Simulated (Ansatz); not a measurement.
Space group Cmmm (No. 65). a = 4.380 Å, b = 9.239 Å, c = 4.334 Å, α = 90.00°, β = 90.00°, γ = 90.00°
```json
{"atom": "Cl", "site": "4i", "symmetry": "m2m", "x": "0.0000", "y": "0.3910", "z": "0.0000"}
```

Equation of state of this Cl structure (not necessarily the ground state), with shape and atoms relaxed at each volume where symmetry leaves them free. These are results of DFT PBE, scalar-relativistic, plane waves, PAW (Ansatz 0.2.0), not measurements.

Cutoff 420 eV; k points 8×8×6 on the computed 2-atom cell (Γ-centred); Gaussian smearing, width 0.02 eV; no spin polarisation.

| V (Å³/atom) | E − E(largest V) (meV/atom) | P (GPa) | gap on mesh (eV) |
| --- | --- | --- | --- |
| 38.582 | 2.34 | 0.24 | 1.55 |
| 39.897 | 0.79 | 0.15 | 1.63 |
| 41.212 | -0.12 | 0.10 | 1.68 |
| 42.527 | -0.67 | 0.05 | 1.74 |
| 43.843 | -0.87 | 0.00 | 1.80 |
| 45.158 | -0.76 | -0.03 | 1.86 |
| 46.473 | -0.61 | -0.05 | 1.87 |
| 48.227 | 0.00 | -0.07 | 1.94 |

Problem. Fit a third-order Birch–Murnaghan equation, E = E0 + (9V0B0/16)·[(x − 1)³B0' + (x − 1)²(6 − 4x)] with x = (V0/V)^(2/3), to E(V).

Solution. V0 = 44.15 Å³/atom, B0 = 1 GPa, B0' = 8.5.

The cell holds layers, chains or molecules and no dispersion correction was added, so their binding is poorly described.

The slope of the tabulated pressures gives B = 1 GPa at V0, so the fit is only rough here.

The cell was found from a structure generator's guess, not taken from experiment.
